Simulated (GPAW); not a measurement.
# GaP (F-43m) in GPAW: single point with PBE

Aim: the single point of GaP with PBE.

All numbers are computed with GPAW 26.7.0; they aren't measurements. Logs are shortened: lines on timing, memory, paths and dates and some standing lists are left out, and cuts for length are marked. The log counts tension as positive stress, the text compression.

**1. The crystal as given**

It takes space group F-43m (No. 216, cubic). The conventional cell has a = 5.451 Å, b = 5.451 Å, c = 5.451 Å, α = 90.00°, β = 90.00°, γ = 90.00°. Ga (site symmetry -43m) is surrounded by 4 P at 2.36 Å. Around P (site symmetry -43m) lie 4 Ga at 2.36 Å.

**2. Single point, PBE**

Input file run.py:

```python
from ase import Atoms
from ase.dft.bandgap import bandgap
from ase.io import write
from ase.units import GPa
from gpaw import GPAW, PW

atoms = Atoms(['Ga', 'P'],
              cell=[[0.0, 2.72525, 2.72525],
                    [2.72525, 0.0, 2.72525],
                    [2.72525, 2.72525, 0.0]],
              scaled_positions=[[0.0, 0.0, 0.0],
                                [0.75, 0.75, 0.75]],
              pbc=True)

calc = GPAW(mode=PW(400),
            xc='PBE',
            kpts={'size': (7, 7, 7), 'gamma': True},
            occupations={'name': 'fermi-dirac', 'width': 0.05},
            nbands=11,
            maxiter=120,
            txt='gpaw.txt')
atoms.calc = calc
energy = atoms.get_potential_energy()
forces = atoms.get_forces()
stress = atoms.get_stress()
calc.write('gs.gpw')
write('result.traj', atoms)
print(f'Energy: {energy:.6f} eV')
print('Forces (eV/A):')
print(forces.round(4))
print('Stress (GPa):', (stress / GPa).round(3))
print('Fermi level:', round(calc.get_fermi_level(), 4), 'eV')
print(f'Gap: {bandgap(calc)[0]:.4f} eV, direct: {bandgap(calc, direct=True)[0]:.4f} eV')
```

Potentials or basis: GPAW PAW data sets (gpaw-data 1.2.1), pw.

Started as:

```
$ OMP_NUM_THREADS=1 python run.py
```

gpaw.txt:

```text
__  _  _
 | _ |_)|_||  |
 |__||  | ||/\| - 26.7.0

Input parameters:
  mode=PW(ecut=400.0),
  kpts=MonkhorstPack(size=(7, 7, 7), gamma=True),
  maxiter=120,
  nbands=11,
  occupations=Occupations(name='fermi-dirac', width=0.05),
  xc=XC(name='PBE')

Diagonalizing LCAO Hamiltonian
Converting LCAO to pw mode

                    P

       Ga

Atoms  # Å, Bohr magnetons
|   | symbol |        x |        y |        z |    initial magnetic moments |
|---|--------|----------|----------|----------|-----------------------------|
| 0 |     Ga | 0.000000 | 0.000000 | 0.000000 | ( 0.0000,  0.0000,  0.0000) |
| 1 |      P | 4.087875 | 4.087875 | 4.087875 | ( 0.0000,  0.0000,  0.0000) |

Unit cell  # Å
| periodic |        x |        y |        z |  lengths |    angles |
|----------|----------|----------|----------|----------|-----------|
|      yes | 0.000000 | 2.725250 | 2.725250 | 3.854086 | 60.000000 |
|      yes | 2.725250 | 0.000000 | 2.725250 | 3.854086 | 60.000000 |
|      yes | 2.725250 | 2.725250 | 0.000000 | 3.854086 | 60.000000 |

Number of symmetries: 24
Symmetry operations  # r_c * U_cc + t_c -> r_c
|    | kind |            matrix            |
|----|------|------------------------------|
|  0 |  E   |  1, 0, 0,  0, 1, 0,  0, 0, 1 |
|  1 |  σ   |  1, 0, 0,  0, 0, 1,  0, 1, 0 |
|  2 |  σ   |  1, 0,-1,  0, 1,-1,  0, 0,-1 |
|  3 |  C3  |  1, 0,-1,  0, 0,-1,  0, 1,-1 |
|  4 |  C3  |  1,-1, 0,  0,-1, 1,  0,-1, 0 |
|  5 |  σ   |  1,-1, 0,  0,-1, 0,  0,-1, 1 |
|  6 |  σ   |  0, 1, 0,  1, 0, 0,  0, 0, 1 |
|  7 |  C3  |  0, 1, 0,  0, 0, 1,  1, 0, 0 |
|  8 |  C2  |  0, 1,-1,  1, 0,-1,  0, 0,-1 |
|  9 |  S4  |  0, 1,-1,  0, 0,-1,  1, 0,-1 |
| 10 |  C3  |  0, 0, 1,  1, 0, 0,  0, 1, 0 |
| 11 |  σ   |  0, 0, 1,  0, 1, 0,  1, 0, 0 |
| 12 |  S4  |  0, 0,-1,  1, 0,-1,  0, 1,-1 |
| 13 |  C3  |  0, 0,-1,  0, 1,-1,  1, 0,-1 |
| 14 |  S4  |  0,-1, 1,  1,-1, 0,  0,-1, 0 |
| 15 |  C2  |  0,-1, 1,  0,-1, 0,  1,-1, 0 |
| 16 |  C3  |  0,-1, 0,  1,-1, 0,  0,-1, 1 |
| 17 |  S4  |  0,-1, 0,  0,-1, 1,  1,-1, 0 |
| 18 |  S4  | -1, 1, 0, -1, 0, 1, -1, 0, 0 |
| 19 |  C3  | -1, 1, 0, -1, 0, 0, -1, 0, 1 |
| 20 |  C3  | -1, 0, 1, -1, 1, 0, -1, 0, 0 |
| 21 |  S4  | -1, 0, 1, -1, 0, 0, -1, 1, 0 |
| 22 |  σ   | -1, 0, 0, -1, 1, 0, -1, 0, 1 |
| 23 |  C2  | -1, 0, 0, -1, 0, 1, -1, 1, 0 |

BZ-sampling:
  Number of BZ points: 343
  Number of IBZ points: 20

  Monkhorst-Pack size: [7, 7, 7]
  Monkhorst-Pack shift: [0, 0, 0]

K-points  # in reciprocal-cell coordinates
|     |                                coordinates |     weight |
|-----|--------------------------------------------|------------|
|   0 | (  0.00000000,   0.00000000,   0.00000000) | 0.00291545 |
|   1 | (  0.14285714,   0.14285714,   0.00000000) | 0.01749271 |
|   2 | (  0.14285714,   0.14285714,   0.14285714) | 0.02332362 |
|   3 | (  0.28571429,   0.14285714,   0.14285714) | 0.03498542 |
|   4 | (  0.28571429,   0.28571429,   0.00000000) | 0.01749271 |
|   5 | (  0.28571429,   0.28571429,   0.14285714) | 0.06997085 |
|   6 | (  0.28571429,   0.28571429,   0.28571429) | 0.02332362 |
|   7 | (  0.42857143,  -0.28571429,  -0.28571429) | 0.03498542 |
|   8 | (  0.42857143,   0.28571429,  -0.42857143) | 0.13994169 |
|   9 | (  0.42857143,   0.28571429,  -0.28571429) | 0.06997085 |
| ... |                                            |            |
|  19 | (  0.42857143,   0.42857143,   0.42857143) | 0.02332362 |

Plane wave coefficients: 748
Cutoff: 400.0 eV

Spin-components: 1 (collinear spins)
Bands:           11
Projectors:      10
Spin-degeneracy: 2
Datatype:        complex128

Parallelization:
  kpt:    1
  domain: 1
  band:   1

Density:
  Valence electrons: 8.0
  Components: 1
  Grid points: [18 18 18]
  Charge: 0.0  # |e|

Potential:
  Grid points: [18 18 18]

species:
  Ga:
    name:    Gallium
    Z:       31.0
    valence: 3
    core:    28
    charge:  0.0  # [|e|]
    compensation charges:
      type: gauss
      rc: 0.37  # [Å]
      lmax: 2
    cutoffs:
      filter: 2.06  # [Å]
      core: 4.17  # [Å]
    projectors
    | kind |    occ | energy [eV] | rcut [Å] |
    |------|--------|-------------|----------|
    |   4s |  2.000 |      -8.945 |    1.164 |
    |   4p |  1.000 |      -2.580 |    1.164 |
    |    s |        |      18.266 |    1.164 |
    |    p |        |      24.631 |    1.164 |
    |    d |        |       0.000 |    1.164 |

    Using partial waves for Ga as LCAO basis

  P:
    name:    Phosphorus
    Z:       15.0
    valence: 5
    core:    10
    charge:  0.0  # [|e|]
    compensation charges:
      type: gauss
      rc: 0.30  # [Å]
      lmax: 2
    cutoffs:
      filter: 1.69  # [Å]
      core: 1.81  # [Å]
    projectors
    | kind |    occ | energy [eV] | rcut [Å] |
    |------|--------|-------------|----------|
    |   3s |  2.000 |     -13.968 |    0.953 |
    |   3p |  3.000 |      -5.506 |    0.953 |
    |    s |        |      13.244 |    0.953 |
    |    p |        |      21.705 |    0.953 |
    |    d |        |       0.000 |    0.953 |

    Using partial waves for P as LCAO basis

Reference energy: -62187.585188  # eV

eigensolver:
  PPCG
  Converge bands: occupied
  niter=2

density mixing:
  MSR1-Mixer
  Pratt-step length: 0.05
  Maximum mixing coefficient: 0.75
  Old densities: 10
  SVD Regularization: 0.005
  Good broyden scale: 1.0
  Trust region scale: 1.0
  Backstep threshold: 4.0
  History deletion threshold: 6.0
  Fourier metric: weight=20.0, sigma=0.015

occupation numbers:
  Fermi-Dirac:
    width: 0.0500  # eV

poisson solver:
  ecut: 3200.0  # eV

xc functional:
  name: PBE with 2 nearest neighbor stencil

convergence criteria:
- Maximum [total energy] change in last 3 cyles: 0.0005 eV / valence electron
- Maximum integral of absolute [dens]ity change: 0.0001 electrons / valence electron
- Maximum integral of absolute [eigenst]ate change: 4e-08 eV^2 / valence electron
maximum number of iterations: 120

SCF iterations
|iter     | |      energy | eigst |  dens |
|---------|-|-------------|-------|-------|
|iter:   1| |   -9.214588 | -0.29 |       |
|iter:   2| |   -9.180228 | -2.35 | -0.84 |
|iter:   3| |   -9.030899 | -1.89 | -0.87 |
|iter:   4| |   -9.032111 | -3.45 | -1.52 |
|iter:   5| |   -9.032401c| -4.35 | -2.05 |
|iter:   6| |   -9.032437c| -5.63 | -2.80 |
|iter:   7| |   -9.032437c| -7.21 | -3.79 |
|iter:   8| |   -9.032437c| -7.60c| -4.36c|

Converged in 8 steps
Energy contributions relative to reference atoms: (reference = -62187.585188)

Energy contributions:
  Kinetic:          24.603926
  Coulomb:         -21.584382
  Zero:              0.011601
  External:          0.000000
  Xc:              -12.063581
  Entropy:          -0.000000
  Spinorbit:         0.000000
  ----------------------------
  Free energy:      -9.032437
  Extrapolated:     -9.032437

dipole moment: (-10.806836, -10.806836, -10.806836)  # |e|*Ang

Fermi level: 5.743
Eigenvalues  # (at kpt = [0.000, 0.000, 0.000])
| band index |      eig [eV] | occ [0-2] |
|------------|---------------|-----------|
|          0 |        -7.507 |     2.000 |
|          1 |         4.956 |     2.000 |
|          2 |         4.956 |     2.000 |
|          3 |         4.956 |     2.000 |
|          4 |         6.850 |     0.000 |
|          5 |         8.887 |     0.000 |
|          6 |         8.887 |     0.000 |
|          7 |         8.887 |     0.000 |
|          8 |        13.832 |     0.000 |
|          9 |        14.657 |     0.000 |
|         10 |        14.657 |     0.000 |

Gap: 1.614 eV
Transition (v -> c):
  (s=0, k=0, n=3, [0.00, 0.00, 0.00]) -> (s=0, k=16, n=4, [0.43, 0.43, 0.00])
Direct/indirect transitions are different
Direct gap: 1.895 eV
Transition at: (s=0, k=0, n=3, [0.00, 0.00, 0.00])

Forces  # eV/Ang
|       x |       y |        z |
|---------|---------|----------|
| 0.00000 | 0.00000 |  0.00000 |  # Ga   0
| 0.00000 | 0.00000 | -0.00000 |  # P    1

Stress tensor  # eV/Ang^3
|         x |         y |         z |
|-----------|-----------|-----------|
| -0.028469 |  0.000000 | -0.000000 |
|  0.000000 | -0.028469 | -0.000000 |
| -0.000000 | -0.000000 | -0.028469 |

# Writing to gs.gpw (mode='')
```

stdout:

```text
Energy: -9.032437 eV
Forces (eV/A):
[[ 0.  0.  0.]
 [ 0.  0. -0.]]
Stress (GPa): [-4.561 -4.561 -4.561 -0.    -0.     0.   ]
Fermi level: 5.7425 eV
Gap: 1.6136 eV, direct: 1.8946 eV
```

Wall time 4.7 s (1 thread of Arm Neoverse V1, shared host); peak memory 0.12 GiB.

These settings aren't checked as converged: the numbers below hold their error.

Results:

```
Free energy            : -9.0324 eV
Pressure               : 4.6 GPa
Band gap on the k mesh : 1.61 eV, indirect (least direct gap 1.89 eV)
```

Caveat: the cutoff is short for stress and forces, so pressures can be off by a GPa or more; an odd mesh through Γ misses points on the zone boundary, where band edges often lie.
